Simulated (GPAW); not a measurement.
# CuO (Pm-3m) in GPAW: a series of runs, part 3 of 3

GPAW 26.7.0. Earlier steps stand in the parts before.

### 5 Equation of state, TPSS

File run.py:

```python
from ase.eos import EquationOfState
from ase.io import Trajectory
from ase.spacegroup import crystal
from ase.units import GPa
from gpaw import GPAW, PW

# Cu 1a
# O 1b
atoms = crystal(['Cu', 'O'],
                basis=[[0.0, 0.0, 0.0],
                       [0.5, 0.5, 0.5]],
                spacegroup=221, setting=1,  # Pm-3m
                cellpar=[2.55255061, 2.55255061, 2.55255061, 90.0, 90.0, 90.0],
                primitive_cell=True)

traj = Trajectory('eos.traj', 'w')
volumes, energies = [], []
for x in [0.94, 0.96, 0.98, 1.0, 1.02, 1.04, 1.06]:
    a = atoms.copy()
    a.set_cell(atoms.cell * x**(1 / 3), scale_atoms=True)
    calc = GPAW(mode=PW(800),
                xc='MGGA_X_TPSS+MGGA_C_TPSS',
                kpts={'size': (8, 8, 8), 'gamma': True},
                occupations={'name': 'fermi-dirac', 'width': 0.05},
                nbands=19,
                convergence={'density': 1e-05, 'energy': 1e-05},
                eigensolver='davidson',
                maxiter=150,
                txt=f'eos-{x:.2f}.txt')
    a.calc = calc
    energies.append(a.get_potential_energy(force_consistent=True))
    volumes.append(a.get_volume())
    p = -a.get_stress()[:3].mean() / GPa
    calc.write(f'eos-{x:.2f}.gpw')
    traj.write(a)
    print(f'{x:.2f} {volumes[-1]:10.4f} A^3 {energies[-1]:14.6f} eV {p:9.3f} GPa', flush=True)

v0, e0, B = EquationOfState(volumes, energies, eos='birchmurnaghan').fit()
print(f'V0 = {v0:.4f} A^3, E0 = {e0:.6f} eV, B0 = {B / GPa:.2f} GPa')
```

Potentials or basis: GPAW PAW data sets (gpaw-data 1.2.1), pw.

The run is started by

```bash
OMP_NUM_THREADS=1 python run.py
```

Output:

```text
__  _  _
 | _ |_)|_||  |
 |__||  | ||/\| - 26.7.0

Input parameters:
  mode=PW(ecut=800.0),
  convergence={'density': 1e-05, 'energy': 1e-05},
  eigensolver=Davidson(niter=2),
  kpts=MonkhorstPack(size=(8, 8, 8), gamma=True),
  maxiter=150,
  nbands=19,
  occupations=Occupations(name='fermi-dirac', width=0.05),
  xc=XC(name='MGGA_X_TPSS+MGGA_C_TPSS')

Diagonalizing LCAO Hamiltonian
Converting LCAO to pw mode
   .-----.
  /|     |
 * | O   |
 | .-----.
 |/     /
 Cu----*

Atoms  # Å, Bohr magnetons
|   | symbol |        x |        y |        z |    initial magnetic moments |
|---|--------|----------|----------|----------|-----------------------------|
| 0 |     Cu | 0.000000 | 0.000000 | 0.000000 | ( 0.0000,  0.0000,  0.0000) |
| 1 |      O | 1.250222 | 1.250222 | 1.250222 | ( 0.0000,  0.0000,  0.0000) |

Unit cell  # Å
| periodic |        x |        y |        z |  lengths |    angles |
|----------|----------|----------|----------|----------|-----------|
|      yes | 2.500443 | 0.000000 | 0.000000 | 2.500443 | 90.000000 |
|      yes | 0.000000 | 2.500443 | 0.000000 | 2.500443 | 90.000000 |
|      yes | 0.000000 | 0.000000 | 2.500443 | 2.500443 | 90.000000 |

Number of symmetries: 48
Symmetry operations  # r_c * U_cc + t_c -> r_c
|    | kind |            matrix            |
|----|------|------------------------------|
|  0 |  E   |  1, 0, 0,  0, 1, 0,  0, 0, 1 |
|  1 |  σ   |  1, 0, 0,  0, 1, 0,  0, 0,-1 |
|  2 |  σ   |  1, 0, 0,  0, 0, 1,  0, 1, 0 |
|  3 |  C4  |  1, 0, 0,  0, 0, 1,  0,-1, 0 |
|  4 |  C4  |  1, 0, 0,  0, 0,-1,  0, 1, 0 |
|  5 |  σ   |  1, 0, 0,  0, 0,-1,  0,-1, 0 |
|  6 |  σ   |  1, 0, 0,  0,-1, 0,  0, 0, 1 |
|  7 |  C2  |  1, 0, 0,  0,-1, 0,  0, 0,-1 |
|  8 |  σ   |  0, 1, 0,  1, 0, 0,  0, 0, 1 |
|  9 |  C2  |  0, 1, 0,  1, 0, 0,  0, 0,-1 |
| 10 |  C3  |  0, 1, 0,  0, 0, 1,  1, 0, 0 |
| 11 |  S6  |  0, 1, 0,  0, 0, 1, -1, 0, 0 |
| 12 |  S6  |  0, 1, 0,  0, 0,-1,  1, 0, 0 |
| 13 |  C3  |  0, 1, 0,  0, 0,-1, -1, 0, 0 |
| 14 |  C4  |  0, 1, 0, -1, 0, 0,  0, 0, 1 |
| 15 |  S4  |  0, 1, 0, -1, 0, 0,  0, 0,-1 |
| 16 |  C3  |  0, 0, 1,  1, 0, 0,  0, 1, 0 |
| 17 |  S6  |  0, 0, 1,  1, 0, 0,  0,-1, 0 |
| 18 |  σ   |  0, 0, 1,  0, 1, 0,  1, 0, 0 |
| 19 |  C4  |  0, 0, 1,  0, 1, 0, -1, 0, 0 |
| 20 |  C2  |  0, 0, 1,  0,-1, 0,  1, 0, 0 |
| 21 |  S4  |  0, 0, 1,  0,-1, 0, -1, 0, 0 |
| 22 |  S6  |  0, 0, 1, -1, 0, 0,  0, 1, 0 |
| 23 |  C3  |  0, 0, 1, -1, 0, 0,  0,-1, 0 |
| 24 |  S6  |  0, 0,-1,  1, 0, 0,  0, 1, 0 |
| 25 |  C3  |  0, 0,-1,  1, 0, 0,  0,-1, 0 |
| 26 |  C4  |  0, 0,-1,  0, 1, 0,  1, 0, 0 |
| 27 |  σ   |  0, 0,-1,  0, 1, 0, -1, 0, 0 |
| 28 |  S4  |  0, 0,-1,  0,-1, 0,  1, 0, 0 |
| 29 |  C2  |  0, 0,-1,  0,-1, 0, -1, 0, 0 |
[... 110 lines left out ...]
    |    p |        |      18.182 |    0.598 |
    |    d |        |       0.000 |    0.619 |

    Using partial waves for O as LCAO basis

Reference energy: -47062.304142  # eV

eigensolver:
  Davidson
  Converge bands: occupied
  niter=2

density mixing:
  MSR1-Mixer
  Pratt-step length: 0.05
  Maximum mixing coefficient: 0.75
  Old densities: 10
  SVD Regularization: 0.005
  Good broyden scale: 1.0
  Trust region scale: 1.0
  Backstep threshold: 4.0
  History deletion threshold: 6.0
  Fourier metric: weight=20.0, sigma=0.015

occupation numbers:
  Fermi-Dirac:
    width: 0.0500  # eV

poisson solver:
  ecut: 6400.0  # eV

xc functional:
  name: MGGA_X_TPSS+MGGA_C_TPSS with 2 nearest neighbor stencil

convergence criteria:
- Maximum integral of absolute [dens]ity change: 1e-05 electrons / valence electron
- Maximum [total energy] change in last 3 cyles: 1e-05 eV / valence electron
- Maximum integral of absolute [eigenst]ate change: 4e-08 eV^2 / valence electron
maximum number of iterations: 150

SCF iterations
|iter     | |      energy | eigst |  dens |
|---------|-|-------------|-------|-------|
|iter:   1| |  107.481413 | +3.07 |       |
|iter:   2| |   28.198094 | +1.58 | -0.53 |
|iter:   3| |  -25.657224 | +0.82 | -0.69 |
|iter:   4| |  -23.947089 | -1.06 | -0.71 |
|iter:   5| |  -19.932010 | -1.76 | -0.77 |
|iter:   6| |  -19.640593 | -2.87 | -0.99 |
|iter:   7| |  -19.566472 | -4.07 | -1.05 |
|iter:   8| |  -18.546748 | -2.17 | -1.07 |
|iter:   9| |  -18.476690 | -3.08 | -1.41 |
|iter:  10| |  -18.412226 | -3.08 | -1.51 |
|iter:  11| |  -18.377068 | -2.93 | -1.76 |
|iter:  12| |  -18.419228 | -3.58 | -2.11 |
|iter:  13| |  -18.367418 | -3.19 | -1.75 |
|iter:  14| |  -18.372804 | -3.79 | -2.37 |
|iter:  15| |  -18.369164 | -4.70 | -2.28 |
|iter:  16| |  -18.368982 | -5.16 | -2.87 |
|iter:  17| |  -18.368992 | -7.26 | -3.85 |
|iter:  18| |  -18.368995c| -7.75c| -4.16 |
|iter:  19| |  -18.368994c| -8.69c| -4.58 |
|iter:  20| |  -18.368994c|-10.41c| -5.37c|

Converged in 20 steps
Energy contributions relative to reference atoms: (reference = -47062.304142)

Energy contributions:
  Kinetic:          11.890994
  Coulomb:         -11.046028
  Zero:              0.381394
  External:          0.000000
  Xc:              -19.586334
  Entropy:          -0.018040
  Spinorbit:         0.000000
  ----------------------------
  Free energy:     -18.378014
  Extrapolated:    -18.368994

dipole moment: (-5.386009, -5.386009, -5.386009)  # |e|*Ang

Fermi level: 9.654
Eigenvalues  # (at kpt = [0.000, 0.000, 0.000])
| band index |      eig [eV] | occ [0-2] |
|------------|---------------|-----------|
|          0 |       -11.699 |     2.000 |
|          1 |         5.552 |     2.000 |
|          2 |         5.552 |     2.000 |
|          3 |         7.225 |     2.000 |
|          4 |         7.225 |     2.000 |
|          5 |         7.225 |     2.000 |
[... 9 lines left out ...]
|         15 |        44.882 |     0.000 |
|         16 |        45.041 |     0.000 |
|        ... |               |           |
|         18 |        46.070 |     0.000 |

No gap
No difference between direct/indirect transitions

Stress tensor  # eV/Ang^3
|         x |         y |         z |
|-----------|-----------|-----------|
| -0.212349 |  0.000000 |  0.000000 |
|  0.000000 | -0.212349 |  0.000000 |
|  0.000000 |  0.000000 | -0.212349 |

# Writing to eos-0.94.gpw (mode='')
```

stdout:

```text
0.94    15.6333 A^3     -18.378014 eV    34.022 GPa
0.96    15.9659 A^3     -18.443145 eV    26.881 GPa
0.98    16.2986 A^3     -18.493956 eV    20.477 GPa
1.00    16.6312 A^3     -18.532203 eV    14.762 GPa
1.02    16.9638 A^3     -18.559214 eV     9.643 GPa
1.04    17.2964 A^3     -18.576220 eV     5.065 GPa
1.06    17.6291 A^3     -18.583884 eV     0.951 GPa
<dir> UserWarning: The minimum volume of your fit is not in your volumes.  You may not have a minimum in your dataset!
  warnings.warn(
V0 = 17.7805 A^3, E0 = -18.584741 eV, B0 = 198.70 GPa
```

Run time: 13 min. Hardware: 1 thread of Intel Xeon Platinum 8259CL at 2.50GHz (Skylake/Cascade Lake), shared host; peak memory 0.64 GiB.

What came out:

| Quantity | Value |
| --- | --- |
| Equilibrium volume | 8.89 Å³/atom (rough: see the caveat) |
| Bulk modulus | 199 GPa (rough) |

Energy against volume, from the lowest point:
| volume (Å³/atom) | energy (meV/atom) |
| --- | --- |
| 7.817 | 102.94 |
| 7.983 | 70.37 |
| 8.149 | 44.96 |
| 8.316 | 25.84 |
| 8.482 | 12.34 |
| 8.648 | 3.83 |
| 8.815 | 0.00 |

Caveat: with this Cu data set, volumes or pressures lay over 1.5 % or 2 GPa off other programs in two to four cells of ten; the minimum lies outside the volumes run; the PAW data sets were made with another functional, which shifts forces and pressure a little; the run has no spin polarisation, though such a crystal can be magnetic.
